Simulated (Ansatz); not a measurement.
Crystal: SnO2 (Cassiterite).

```
Sn O
1.0
     4.73800    0.00000    0.00000
     0.00000    4.73800    0.00000
     0.00000    0.00000    3.18650
Sn O
2 4
Direct
  0.50000 0.50000 0.50000
  0.00000 0.00000 0.00000
  0.80710 0.19290 0.50000
  0.69290 0.69290 0.00000
  0.19290 0.80710 0.50000
  0.30710 0.30710 0.00000
```

- Program: Ansatz 0.2.0
- Task: relaxation of cell and atoms
- Functional: PBE
- Potentials or basis: SPMS NC
- Cutoff: 1034 eV (not typed: the program's choice for these potentials)
- k mesh: 6 × 6 × 8
- Occupations: fermi-dirac, width 0.05 eV
- Spin: no spin polarisation

At the start: volume 11.92 Å³/atom.

Problem. How do energy, volume and symmetry change on relaxing?

Solution. It ends after 7 steps and the volume is 12.55 Å³/atom (+5.3 %); space group P4_2/mnm (No. 136, to 0.05 Å).

Step by step:
| step | energy change (eV) | largest force (eV/Å) | volume (Å³) |
| --- | --- | --- | --- |
| 1 | 0.0000 | 0.2541 | 71.53 |
| 2 | -0.1047 | 0.0184 | 74.92 |
| 3 | -0.1047 | 0.0379 | 75.15 |
| 4 | -0.1050 | 0.0006 | 75.16 |
| 5 | -0.1176 | 0.0003 | 75.16 |
| 6 | -0.1174 | 0.0005 | 75.30 |
| 7 | -0.1178 | 0.0005 | 75.30 |

Final structure:
```xyz
6
Lattice="4.8223 0.0000 0.0000 0.0000 4.8223 0.0000 0.0000 0.0000 3.2379" Properties=species:S:1:pos:R:3 pbc="T T T"
Sn    2.4112    2.4112    1.6190
Sn    0.0000    0.0000    0.0000
O     3.8900    0.9323    1.6190
O     3.3434    3.3434    0.0000
O     0.9323    3.8900    1.6190
O     1.4789    1.4789    0.0000
```

Caveat: the plane-wave basis is chosen anew once the cell has moved, so the energies of steps on either side of that aren't comparable; the pressure holds a Pulay correction of +0.4 GPa for the finite cutoff.
